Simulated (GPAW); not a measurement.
# Rh (Fm-3m) in GPAW: settings compared, part 2 of 2

GPAW 26.7.0. The steps go on from the part before.

## (3) Relaxation of cell and atoms, PBEsol

Contents of run.py:

```python
from ase import Atoms
from ase.filters import FrechetCellFilter
from ase.io import write
from ase.optimize import BFGS
from gpaw import GPAW, PW, setup_paths

setup_paths.insert(0, '.')

atoms = Atoms(['Rh'],
              cell=[[0.0, 1.89785, 1.89785],
                    [1.89785, 0.0, 1.89785],
                    [1.89785, 1.89785, 0.0]],
              scaled_positions=[[0.0, 0.0, 0.0]],
              pbc=True)

calc = GPAW(mode=PW(600),
            xc='PBEsol',
            kpts={'size': (12, 12, 12), 'gamma': True},
            occupations={'name': 'fermi-dirac', 'width': 0.05},
            nbands=16,
            convergence={'density': 1e-05, 'forces': 0.0001},
            maxiter=150,
            txt='gpaw.txt')
atoms.calc = calc
opt = BFGS(FrechetCellFilter(atoms), trajectory='relax.traj', logfile='-')
done = opt.run(fmax=0.02, steps=60)
calc.write('gs.gpw')
write('result.traj', atoms)
print('Converged:', done)
print('Cell:', atoms.cell.cellpar().round(4))
print('Volume:', round(atoms.get_volume(), 4))
print(atoms.get_scaled_positions().round(5))
```

Potentials or basis: PAW data sets generated in the run's folder for this functional, pw.

Launch:

```console
> gpaw-setup -f PBEsol Rh
> OMP_NUM_THREADS=1 python run.py
```

gpaw.txt:

```text
__  _  _
 | _ |_)|_||  |
 |__||  | ||/\| - 26.7.0

Input parameters:
  mode=PW(ecut=600.0),
  convergence={'density': 1e-05, 'forces': 0.0001},
  kpts=MonkhorstPack(size=(12, 12, 12), gamma=True),
  maxiter=150,
  nbands=16,
  occupations=Occupations(name='fermi-dirac', width=0.05),
  xc=XC(name='PBEsol')

Diagonalizing LCAO Hamiltonian
Converting LCAO to pw mode

       Rh

Atoms  # Å, Bohr magnetons
|   | symbol |        x |        y |        z |    initial magnetic moments |
|---|--------|----------|----------|----------|-----------------------------|
| 0 |     Rh | 0.000000 | 0.000000 | 0.000000 | ( 0.0000,  0.0000,  0.0000) |

Unit cell  # Å
| periodic |        x |        y |        z |  lengths |    angles |
|----------|----------|----------|----------|----------|-----------|
|      yes | 0.000000 | 1.897850 | 1.897850 | 2.683965 | 60.000000 |
|      yes | 1.897850 | 0.000000 | 1.897850 | 2.683965 | 60.000000 |
|      yes | 1.897850 | 1.897850 | 0.000000 | 2.683965 | 60.000000 |

Number of symmetries: 48
Symmetry operations  # r_c * U_cc + t_c -> r_c
|    | kind |            matrix            |
|----|------|------------------------------|
|  0 |  σ   |  1, 0, 0,  1, 0,-1,  1,-1, 0 |
|  1 |  C2  |  1, 0, 0,  1,-1, 0,  1, 0,-1 |
|  2 |  E   |  1, 0, 0,  0, 1, 0,  0, 0, 1 |
|  3 |  σ   |  1, 0, 0,  0, 0, 1,  0, 1, 0 |
|  4 |  C4  |  1, 0,-1,  1, 0, 0,  1,-1, 0 |
|  5 |  S6  |  1, 0,-1,  1,-1, 0,  1, 0, 0 |
|  6 |  σ   |  1, 0,-1,  0, 1,-1,  0, 0,-1 |
|  7 |  C3  |  1, 0,-1,  0, 0,-1,  0, 1,-1 |
|  8 |  S6  |  1,-1, 0,  1, 0, 0,  1, 0,-1 |
|  9 |  C4  |  1,-1, 0,  1, 0,-1,  1, 0, 0 |
| 10 |  C3  |  1,-1, 0,  0,-1, 1,  0,-1, 0 |
| 11 |  σ   |  1,-1, 0,  0,-1, 0,  0,-1, 1 |
| 12 |  σ   |  0, 1, 0,  1, 0, 0,  0, 0, 1 |
| 13 |  C4  |  0, 1, 0,  0, 1,-1, -1, 1, 0 |
| 14 |  C3  |  0, 1, 0,  0, 0, 1,  1, 0, 0 |
| 15 |  S6  |  0, 1, 0, -1, 1, 0,  0, 1,-1 |
| 16 |  C2  |  0, 1,-1,  1, 0,-1,  0, 0,-1 |
[... 17 lines left out ...]
| 34 |  S4  |  0,-1, 0,  0,-1, 1,  1,-1, 0 |
| 35 |  C2  |  0,-1, 0, -1, 0, 0,  0, 0,-1 |
| 36 |  C2  | -1, 1, 0,  0, 1, 0,  0, 1,-1 |
| 37 |  S6  | -1, 1, 0,  0, 1,-1,  0, 1, 0 |
| 38 |  S4  | -1, 1, 0, -1, 0, 1, -1, 0, 0 |
| 39 |  C3  | -1, 1, 0, -1, 0, 0, -1, 0, 1 |
| 40 |  S6  | -1, 0, 1,  0, 0, 1,  0,-1, 1 |
| 41 |  C2  | -1, 0, 1,  0,-1, 1,  0, 0, 1 |
| 42 |  C3  | -1, 0, 1, -1, 1, 0, -1, 0, 0 |
| 43 |  S4  | -1, 0, 1, -1, 0, 0, -1, 1, 0 |
| 44 |  C2  | -1, 0, 0,  0, 0,-1,  0,-1, 0 |
| 45 |  i   | -1, 0, 0,  0,-1, 0,  0, 0,-1 |
| 46 |  σ   | -1, 0, 0, -1, 1, 0, -1, 0, 1 |
| 47 |  C2  | -1, 0, 0, -1, 0, 1, -1, 1, 0 |

BZ-sampling:
  Number of BZ points: 1728
  Number of IBZ points: 72

  Monkhorst-Pack size: [12, 12, 12]
  Monkhorst-Pack shift: [0.041666666666666664, 0.041666666666666664, 0.041666666666666664]

K-points  # in reciprocal-cell coordinates
|     |                                coordinates |     weight |
|-----|--------------------------------------------|------------|
|   0 | ( -0.00000000,  -0.00000000,  -0.00000000) | 0.00057870 |
|   1 | (  0.08333333,   0.08333333,  -0.00000000) | 0.00347222 |
|   2 | (  0.08333333,   0.08333333,   0.08333333) | 0.00462963 |
|   3 | (  0.16666667,   0.08333333,   0.08333333) | 0.00694444 |
|   4 | (  0.16666667,   0.16666667,  -0.00000000) | 0.00347222 |
|   5 | (  0.16666667,   0.16666667,   0.08333333) | 0.01388889 |
|   6 | (  0.16666667,   0.16666667,   0.16666667) | 0.00462963 |
|   7 | (  0.25000000,   0.16666667,   0.08333333) | 0.01388889 |
|   8 | (  0.25000000,   0.16666667,   0.16666667) | 0.01388889 |
|   9 | (  0.25000000,   0.25000000,  -0.00000000) | 0.00347222 |
| ... |                                            |            |
|  71 | (  0.50000000,   0.50000000,   0.50000000) | 0.00231481 |

Plane wave coefficients: 471
Cutoff: 600.0 eV

Spin-components: 1 (collinear spins)
Bands:           16
Projectors:      6
Spin-degeneracy: 2
Datatype:        complex128

Parallelization:
  kpt:    1
  domain: 1
  band:   1

Density:
  Valence electrons: 15.0
  Components: 1
  Grid points: [16 16 16]
  Charge: 0.0  # |e|

Potential:
  Grid points: [16 16 16]

species:
  Rh:
    name:    Rhodium
    Z:       45.0
    valence: 15
    core:    30
    charge:  0.0  # [|e|]
    compensation charges:
      type: gauss
[... 183 lines left out ...]
| 43 |  S4  | -1, 0, 1, -1, 0, 0, -1, 1, 0 |
| 44 |  C2  | -1, 0, 0,  0, 0,-1,  0,-1, 0 |
| 45 |  i   | -1, 0, 0,  0,-1, 0,  0, 0,-1 |
| 46 |  σ   | -1, 0, 0, -1, 1, 0, -1, 0, 1 |
| 47 |  C2  | -1, 0, 0, -1, 0, 1, -1, 1, 0 |

BZ-sampling:
  Number of BZ points: 1728
  Number of IBZ points: 72

  Monkhorst-Pack size: [12, 12, 12]
  Monkhorst-Pack shift: [0.041666666666666664, 0.041666666666666664, 0.041666666666666664]

K-points  # in reciprocal-cell coordinates
|     |                                coordinates |     weight |
|-----|--------------------------------------------|------------|
|   0 | ( -0.00000000,  -0.00000000,  -0.00000000) | 0.00057870 |
|   1 | (  0.08333333,   0.08333333,  -0.00000000) | 0.00347222 |
|   2 | (  0.08333333,   0.08333333,   0.08333333) | 0.00462963 |
|   3 | (  0.16666667,   0.08333333,   0.08333333) | 0.00694444 |
|   4 | (  0.16666667,   0.16666667,  -0.00000000) | 0.00347222 |
|   5 | (  0.16666667,   0.16666667,   0.08333333) | 0.01388889 |
|   6 | (  0.16666667,   0.16666667,   0.16666667) | 0.00462963 |
|   7 | (  0.25000000,   0.16666667,   0.08333333) | 0.01388889 |
|   8 | (  0.25000000,   0.16666667,   0.16666667) | 0.01388889 |
|   9 | (  0.25000000,   0.25000000,  -0.00000000) | 0.00347222 |
| ... |                                            |            |
|  71 | (  0.50000000,   0.50000000,   0.50000000) | 0.00231481 |

Plane wave coefficients: 465
Cutoff: 600.0 eV

Spin-components: 1 (collinear spins)
Bands:           16
Projectors:      6
Spin-degeneracy: 2
Datatype:        complex128

Parallelization:
  kpt:    1
  domain: 1
  band:   1

Density:
  Valence electrons: 15.0
  Components: 1
  Grid points: [16 16 16]
  Charge: 0.0  # |e|

Potential:
  Grid points: [16 16 16]

species:
  Rh:
    name:    Rhodium
    Z:       45.0
    valence: 15
    core:    30
    charge:  0.0  # [|e|]
    compensation charges:
      type: gauss
      rc: 0.38  # [Å]
      lmax: 2
    cutoffs:
      filter: 2.48  # [Å]
      core: 2.35  # [Å]
    projectors
    | kind |    occ | energy [eV] | rcut [Å] |
    |------|--------|-------------|----------|
    |   5s |  1.000 |      -4.322 |    1.270 |
    |   4p |  6.000 |     -50.387 |    1.381 |
    |   5p |  0.000 |      -0.797 |    1.381 |
    |   4d |  8.000 |      -5.955 |    1.244 |
    |    s |        |      22.889 |    1.270 |
    |    d |        |      21.257 |    1.244 |

    Using partial waves for Rh as LCAO basis

Reference energy: -130069.661446  # eV

eigensolver:
  PPCG
  Converge bands: occupied
  niter=2

density mixing:
  MSR1-Mixer
  Pratt-step length: 0.05
  Maximum mixing coefficient: 0.75
  Old densities: 10
  SVD Regularization: 0.005
  Good broyden scale: 1.0
  Trust region scale: 1.0
  Backstep threshold: 4.0
  History deletion threshold: 6.0
  Fourier metric: weight=20.0, sigma=0.015

occupation numbers:
  Fermi-Dirac:
    width: 0.0500  # eV

poisson solver:
  ecut: 4800.0  # eV

xc functional:
  name: PBEsol with 2 nearest neighbor stencil

convergence criteria:
- Maximum integral of absolute [dens]ity change: 1e-05 electrons / valence electron
- Maximum change in the atomic [forces] across last 2 cycles: 0.0001 eV/Ang OR
Maximum error relative to the maximum force is below inf
- Maximum [total energy] change in last 3 cyles: 0.0005 eV / valence electron
- Maximum integral of absolute [eigenst]ate change: 4e-08 eV^2 / valence electron
maximum number of iterations: 150

SCF iterations
|iter     | |      energy | eigst |  dens |force |
|---------|-|-------------|-------|-------|------|
|iter:   1| |   -8.172045 | -2.87 |       |      |
|iter:   2| |   -8.171833 | -6.20 | -2.50 |      |
|iter:   3| |   -8.171144c| -4.97 | -2.56 |      |
|iter:   4| |   -8.171159c| -6.23 | -3.41 |      |
|iter:   5| |   -8.171170c| -6.08 | -3.70 |      |
|iter:   6| |   -8.171170c| -8.51c| -4.71 |      |
|iter:   7| |   -8.171170c| -7.56c| -4.99 |      |
|iter:   8| |   -8.171170c| -9.07c| -6.57c|      |
|iter:   9| |   -8.171170c| -9.94c| -6.98c|-24.77c|

Converged in 9 steps
Energy contributions relative to reference atoms: (reference = -130069.661446)

Energy contributions:
  Kinetic:          -5.130527
  Coulomb:           2.552852
  Zero:             -0.068923
  External:          0.000000
  Xc:               -5.520513
  Entropy:          -0.008120
  Spinorbit:         0.000000
  ----------------------------
  Free energy:      -8.175230
  Extrapolated:     -8.171170

dipole moment: (-11.510100, -11.510100, -11.510100)  # |e|*Ang

Fermi level: 11.905
Eigenvalues  # (at kpt = [-0.000, -0.000, -0.000])
| band index |      eig [eV] | occ [0-2] |
|------------|---------------|-----------|
|          0 |       -34.471 |     2.000 |
|          1 |       -34.471 |     2.000 |
|          2 |       -34.471 |     2.000 |
|          3 |         3.781 |     2.000 |
|          4 |         8.744 |     2.000 |
|          5 |         8.744 |     2.000 |
[... 8 lines left out ...]
|         14 |        44.117 |     0.000 |
|         15 |        44.136 |     0.000 |

No gap
No difference between direct/indirect transitions

Stress tensor  # eV/Ang^3
|         x |         y |         z |
|-----------|-----------|-----------|
| -0.000459 | -0.000000 |  0.000000 |
| -0.000000 | -0.000459 | -0.000000 |
|  0.000000 | -0.000000 | -0.000459 |

Forces  # eV/Ang
|       x |       y |       z |
|---------|---------|---------|
| 0.00000 | 0.00000 | 0.00000 |  # Rh   0

# Writing to gs.gpw (mode='')
```

Wall time 12 s (1 thread of Intel Xeon 6975P-C (Granite Rapids), shared host); peak memory 0.14 GiB.

What came out:

```
Free energy                            : -8.1752 eV
Relaxed volume                         : 13.60 Å³/atom
Relaxed cell                           : a = 2.679 Å, b = 2.679 Å, c = 2.679 Å, α = 60.00°, β = 60.00°, γ = 60.00°
Space group after relaxing (to 0.05 Å) : Fm-3m (No. 225)
Energy gained by relaxing              : 0.3 meV/atom
Ionic steps                            : 2
Pressure after relaxing                : 0.1 GPa
Band gap on the k mesh                 : none (metal or under the smearing width)
```

The path:
| step | energy change (eV) | largest force (eV/Å) | pressure (GPa) | volume (Å³) |
| --- | --- | --- | --- | --- |
| 1 | 0.0000 | 0.0000 | -1.44 | 13.67 |
| 2 | -0.0003 | 0.0000 | 0.07 | 13.60 |

Final structure:
```cif
data_structure
_symmetry_space_group_name_H-M 'P 1'
_symmetry_Int_Tables_number 1
_cell_length_a 2.6793
_cell_length_b 2.6793
_cell_length_c 2.6793
_cell_angle_alpha 60.000
_cell_angle_beta 60.000
_cell_angle_gamma 60.000
_cell_volume 13.60
loop_
_atom_site_label
_atom_site_type_symbol
_atom_site_fract_x
_atom_site_fract_y
_atom_site_fract_z
_atom_site_occupancy
Rh1 Rh 0.00000 0.00000 0.00000 1
```

Caveat: later steps reuse the first step's grids.
